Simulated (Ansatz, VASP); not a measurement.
# LaOs2: VASP beside Ansatz

Aim: how closely do two programs agree when they are given the same cell, functional and k mesh? The cell is taken from a series of runs on this material, whose earlier steps may have relaxed, scaled, displaced or heated it; both programs get it as it stands.

Program: Ansatz 0.2.0. Level of theory: plane waves, with VASP 6.6.1 beside it; relaxation of cell and atoms at r2SCAN. Results are calculated unless marked as measured.

### 1. The structure

Symmetry: Fd-3m, No. 227, cubic system. Conventional cell: a = 7.736 Å, b = 7.736 Å, c = 7.736 Å, α = 90.00°, β = 90.00°, γ = 90.00°. Nearest to La lie 12 Os at 3.21 Å and 4 La at 3.35 Å. Os has 6 Os at 2.74 Å and 6 La at 3.21 Å nearest. Farther neighbours are not listed.

### 2. VASP: relaxation of cell and atoms, r2SCAN

The relaxed volume is the usual yardstick between codes: in a stiff, nearly cubic crystal its relative difference is about their pressure difference at one cell divided by the bulk modulus.

Lines of VASP's logs that name or quote its potential files are left out, and so is its time.

INCAR

```
SYSTEM = LaOs2
PREC = Accurate
ENCUT = 660
EDIFF = 1E-07
NELM = 200
ISMEAR = 0
SIGMA = 0.1
LREAL = .FALSE.
ALGO = Normal
METAGGA = R2SCAN
LASPH = .TRUE.
NBANDS = 33
LORBIT = 11
LWAVE = .FALSE.
LCHARG = .FALSE.
ISIF = 3
IBRION = 2
NSW = 80
EDIFFG = -0.005
GGA_COMPAT = .FALSE.
NELMIN = 4
LMAXMIX = 6
LMIXTAU = .TRUE.
KPAR = 2
```

POSCAR

```
LaOs2
1.0
    0.0000000000      3.8680000000      3.8680000000
    3.8680000000      0.0000000000      3.8680000000
    3.8680000000      3.8680000000      0.0000000000
La Os
2 4
Direct
    0.0000000000      0.0000000000      0.0000000000
    0.2500000000      0.2500000000      0.2500000000
    0.6250000000      0.6250000000      0.6250000000
    0.1250000000      0.6250000000      0.6250000000
    0.6250000000      0.6250000000      0.1250000000
    0.6250000000      0.1250000000      0.6250000000
```

KPOINTS

```
Automatic mesh
0
Gamma
8 8 8
0 0 0
```

Potentials, in the order of the species: La and Os (PBE family, release 64).

Run with:

```bash
$ mpirun -np 2 vasp_std
```

Numbers of over 12 decimals in the logs are rounded to 6 here.

The log of the run:

```text
[banner, memory and clock lines left out]
running    2 mpi-ranks, on    1 nodes
 distrk:  each k-point on    1 cores,    2 groups
 distr:  one band on    1 cores,    1 groups

 POSCAR found type information on POSCAR LaOs
 POSCAR found :  2 types and       6 ions
|                                                                             |
|               ----> ADVICE to this user running VASP <----                  |
|                                                                             |
|     You enforced a specific xc type in the INCAR file but a different       |
|     [... a line on the potential file left out ...]
|     I HOPE YOU KNOW WHAT YOU ARE DOING!                                     |
|                                                                             |

 LDA part: xc-table for (None), standard interpolation
 POSCAR, INCAR and KPOINTS ok, starting setup
 FFT: planning ... GRIDC
 FFT: planning ... GRID_SOFT
 FFT: planning ... GRID
 WAVECAR not read
 entering main loop
       N       E                     dE             d eps       ncg     rms          rms(c)
DAV:   1     0.327500456678E+03    0.32750E+03   -0.25370E+04  1930   0.300E+03
DAV:   2    -0.131163792635E+03   -0.45866E+03   -0.43777E+03  2386   0.468E+02
DAV:   3    -0.254913616838E+03   -0.12375E+03   -0.12044E+03  2859   0.239E+02
DAV:   4    -0.283463982979E+03   -0.28550E+02   -0.27695E+02  3721   0.938E+01
DAV:   5    -0.288298929655E+03   -0.48349E+01   -0.46319E+01  3540   0.396E+01    0.268E+01
DAV:   6    -0.274464652342E+03    0.13834E+02   -0.14935E+02  3500   0.828E+01    0.872E+00
DAV:   7    -0.272521313567E+03    0.19433E+01   -0.18598E+01  3499   0.376E+01    0.638E+00
DAV:   8    -0.272973337215E+03   -0.45202E+00   -0.28456E+01  3476   0.280E+01    0.785E+00
DAV:   9    -0.271503309155E+03    0.14700E+01   -0.18214E+01  3563   0.294E+01    0.137E+00
DAV:  10    -0.271886073247E+03   -0.38276E+00   -0.84322E-01  3196   0.788E+00    0.706E-01
DAV:  11    -0.271831390446E+03    0.54683E-01   -0.43561E-01  3580   0.316E+00    0.152E+00
DAV:  12    -0.271920925215E+03   -0.89535E-01   -0.21942E-01  2892   0.242E+00    0.587E-01
DAV:  13    -0.271919801568E+03    0.11236E-02   -0.15962E-01  3524   0.215E+00    0.222E-01
DAV:  14    -0.271920390617E+03   -0.58905E-03   -0.87977E-03  3660   0.601E-01    0.229E-01
DAV:  15    -0.271921031964E+03   -0.64135E-03   -0.61198E-04  3108   0.249E-01    0.227E-01
DAV:  16    -0.271920241402E+03    0.79056E-03   -0.28318E-03  3332   0.251E-01    0.131E-01
DAV:  17    -0.271920100177E+03    0.14122E-03   -0.11731E-03  3796   0.172E-01    0.794E-02
DAV:  18    -0.271920159602E+03   -0.59425E-04   -0.11884E-04  3332   0.622E-02    0.789E-02
DAV:  19    -0.271920122309E+03    0.37293E-04   -0.15168E-04  3556   0.675E-02    0.310E-02
DAV:  20    -0.271920128599E+03   -0.62895E-05   -0.20205E-05  3692   0.329E-02    0.990E-03
DAV:  21    -0.271920127709E+03    0.88967E-06   -0.22404E-06  3748   0.109E-02    0.113E-02
DAV:  22    -0.271920127026E+03    0.68313E-06   -0.30374E-06  3484   0.163E-02    0.361E-03
DAV:  23    -0.271920127520E+03   -0.49365E-06   -0.93959E-07  2812   0.812E-03    0.178E-03
DAV:  24    -0.271920127515E+03    0.41259E-08   -0.11210E-07  1452   0.405E-03
   1 F= -.27192013E+03 E0= -.27190354E+03  d E =-.271920E+03
[...]
2 F= -.27191312E+03 E0= -.27189683E+03  d E =0.701126E-02
[...]
3 F= -.27192173E+03 E0= -.27190523E+03  d E =-.159857E-02
[...]
4 F= -.27192167E+03 E0= -.27190516E+03  d E =-.154386E-02
[...]
5 F= -.27192171E+03 E0= -.27190521E+03  d E =-.158464E-02
 curvature:  -0.07 expect dE=-0.614E-05 dE for cont linesearch -0.614E-05
 ZBRENT: interpolating
 opt :   0.2914  next Energy=  -271.921724 (dE=-0.160E-02)
 bond charge predicted
       N       E                     dE             d eps       ncg     rms          rms(c)
DAV:   1    -0.271921743074E+03   -0.30955E-04   -0.74612E-04  2659   0.187E-01    0.393E-02
DAV:   2    -0.271921727352E+03    0.15722E-04   -0.86059E-05  3300   0.640E-02    0.134E-02
DAV:   3    -0.271921724734E+03    0.26171E-05   -0.12825E-05  3011   0.389E-02    0.709E-03
DAV:   4    -0.271921725009E+03   -0.27432E-06   -0.53634E-06  3699   0.165E-02    0.165E-03
DAV:   5    -0.271921725409E+03   -0.40058E-06   -0.42530E-07  2364   0.579E-03    0.120E-03
DAV:   6    -0.271921725699E+03   -0.28993E-06   -0.98710E-08  1131   0.386E-03    0.511E-04
DAV:   7    -0.271921726041E+03   -0.34224E-06   -0.67516E-08  1060   0.402E-03    0.129E-04
DAV:   8    -0.271921726040E+03    0.13611E-08   -0.42615E-08  1011   0.358E-03
   6 F= -.27192173E+03 E0= -.27190523E+03  d E =-.159852E-02
 curvature:  -0.14 expect dE=-0.612E-06 dE for cont linesearch -0.612E-06
 trial: gam=-0.01998 g(F)=  0.143E-49 g(S)=  0.430E-05 ort = 0.211E-03 (trialstep = 0.858E+00)
 search vector abs. value=  0.189E-08
 reached required accuracy - stopping structural energy minimisation
```

Parts of OUTCAR (step 2):

```text
ion  position               nearest neighbor table
   1  0.000  0.000  0.000-   3 3.21   5 3.21   6 3.21   3 3.21   4 3.21   5 3.21   3 3.21   4 3.21
                             6 3.21   4 3.21   5 3.21   6 3.21   2 3.35   2 3.35   2 3.35   2 3.35
   2  0.250  0.250  0.250-   4 3.21   5 3.21   6 3.21   3 3.21   4 3.21   6 3.21   3 3.21   4 3.21
                             5 3.21   3 3.21   5 3.21   6 3.21   1 3.35   1 3.35   1 3.35   1 3.35
   3  0.625  0.625  0.625-   4 2.74   5 2.74   6 2.74   5 2.74   6 2.74   4 2.74   1 3.21   2 3.21
                             1 3.21   2 3.21   1 3.21   2 3.21
   4  0.125  0.625  0.625-   3 2.74   5 2.74   6 2.74   3 2.74   5 2.74   6 2.74   2 3.21   1 3.21
                             1 3.21   2 3.21   2 3.21   1 3.21
   5  0.625  0.625  0.125-   3 2.74   3 2.74   4 2.74   6 2.74   6 2.74   4 2.74   1 3.21   2 3.21
                             1 3.21   2 3.21   1 3.21   2 3.21
   6  0.625  0.125  0.625-   3 2.74   5 2.74   3 2.74   4 2.74   5 2.74   4 2.74   2 3.21   1 3.21
                             2 3.21   2 3.21   1 3.21   1 3.21

  LATTYP: Found a face centered cubic cell.
 ALAT       =     7.7360000000

 Subroutine GETGRP returns: Found 48 space group operations
 (whereof 24 operations were pure point group operations)

The static configuration has the point symmetry T_d .
 The point group associated with its full space group is O_h .

 Found     29 irreducible k-points:

   k-points           NKPTS =     29   k-points in BZ     NKDIM =     29   number of bands    NBANDS=     33

   dimension x,y,z NGX =    48 NGY =   48 NGZ =   48
   dimension x,y,z NGXF=    96 NGYF=   96 NGZF=   96

   ENCUT  =  660.0 eV  48.51 Ry    6.96 a.u.  11.46 11.46 11.46*2*pi/ulx,y,z

   NELECT =      54.0000    total number of electrons

 k-points in reciprocal lattice and weights: Automatic mesh
   0.00000000  0.00000000  0.00000000       0.002
   0.12500000  0.00000000  0.00000000       0.016
   0.25000000  0.00000000  0.00000000       0.016
   0.37500000  0.00000000  0.00000000       0.016
   0.50000000  0.00000000  0.00000000       0.008
   0.12500000  0.12500000  0.00000000       0.012
   0.25000000  0.12500000  0.00000000       0.047
   0.37500000  0.12500000  0.00000000       0.047
   0.50000000  0.12500000  0.00000000       0.047
[...]
-0.37500000  0.50000000  0.12500000       0.023
  -0.25000000  0.50000000  0.25000000       0.012

 average (electrostatic) potential at core
       1 -99.4927       2 -99.4927       3 -48.1074       4 -48.1074       5 -48.1074
       6 -48.1074

 E-fermi :   9.0517

 k-point     1 :       0.0000    0.0000    0.0000
  band No.  band energies     occupation
    ...
     19       8.3610      2.00000
     20       8.3610      2.00000
     21       8.7671      1.99994
     22       8.7671      1.99994
     23       8.7671      1.99994
     24       9.2019      0.03365
     25       9.2019      0.03365
     26       9.2019      0.03365
     27       9.2954      0.00057
     28       9.2954      0.00057
    ...

 k-point     2 :       0.1250    0.0000    0.0000
  band No.  band energies     occupation
    ...
     19       8.2044      2.00000
     20       8.2044      2.00000
     21       8.5370      2.00000
     22       8.8597      1.99340
     23       8.8597      1.99340
     24       9.1107      0.40410
     25       9.1107      0.40410
     26       9.1551      0.14392
     27       9.4027      0.00000
     28       9.4027      0.00000
    ...

 k-point     3 :       0.2500    0.0000    0.0000
  band No.  band energies     occupation
    ...
     21       7.9887      2.00000
     22       8.2713      2.00000
     23       8.2974      2.00000
     24       8.2974      2.00000
     25       9.0488      1.03279
     26       9.1100      0.40988
     27       9.1100      0.40988
     28       9.5695      0.00000
     29       9.5695      0.00000
     30       9.9511      0.00000
    ...

  Total       -0.0133583     -0.0133583     -0.0133583      0.0000000     -0.0000000      0.0000000
  in kB       -0.1857681     -0.1857681     -0.1857681      0.0000000     -0.0000000      0.0000000
  external PRESSURE =      -0.1857681 kB  Pullay stress =       0.0000000 kB

  energy-cutoff  :      660.00
  volume of cell :      115.21
      direct lattice vectors                 reciprocal lattice vectors
     0.000000000  3.862066516  3.862066516    -0.129464368  0.129464368  0.129464368
     3.862066516 -0.000000000  3.862066516     0.129464368 -0.129464368  0.129464368
     3.862066516  3.862066516 -0.000000000     0.129464368  0.129464368 -0.129464368

 POSITION                                       TOTAL-FORCE (eV/Angst)
 -----------------------------------------------------------------------------------
      0.00000      0.00000      0.00000         0.000000      0.000000      0.000000
      1.93103      1.93103      1.93103        -0.000000     -0.000000     -0.000000
      4.82758      4.82758      4.82758         0.000000     -0.000000      0.000000
      4.82758      2.89655      2.89655         0.000000     -0.000000      0.000000
      2.89655      2.89655      4.82758         0.000000     -0.000000      0.000000
      2.89655      4.82758      2.89655         0.000000     -0.000000      0.000000
 -----------------------------------------------------------------------------------
    total drift:                               -0.000000      0.000000      0.000000

  FREE ENERGIE OF THE ION-ELECTRON SYSTEM (eV)
  ---------------------------------------------------
  free  energy   TOTEN  =      -271.9217260401 eV

  energy  without entropy=     -271.8887303562  energy(sigma->0) =     -271.90522820

 reached required accuracy - stopping structural energy minimisation

 total charge
# of ion       s       p       d       f       tot
--------------------------------------------------
    1        2.023   5.653   0.856   0.198   8.731
    2        2.023   5.653   0.856   0.198   8.731
    3        0.700   0.540   6.025   0.000   7.265
    4        0.700   0.540   6.025   0.000   7.265
    5        0.700   0.540   6.025   0.000   7.265
    6        0.700   0.540   6.025   0.000   7.265
--------------------------------------------------
tot          6.847  13.466  25.811   0.396  46.520

[... 3 further parts left out ...]
```

(Continued in part 2 of 2.)

[Lines on the potential files, build, host, timing and source positions are cut from VASP's logs without a mark.]

[Logs are printed without paths, hosts, clocks, repeated set-up lines and the standing remarks that a program may print on its own settings, such as how far it seeks lower states.]

[Hosts, paths, dates, database ids (printed as entryN), source tags and the programs' standing remarks are cut or masked in the printed files.]
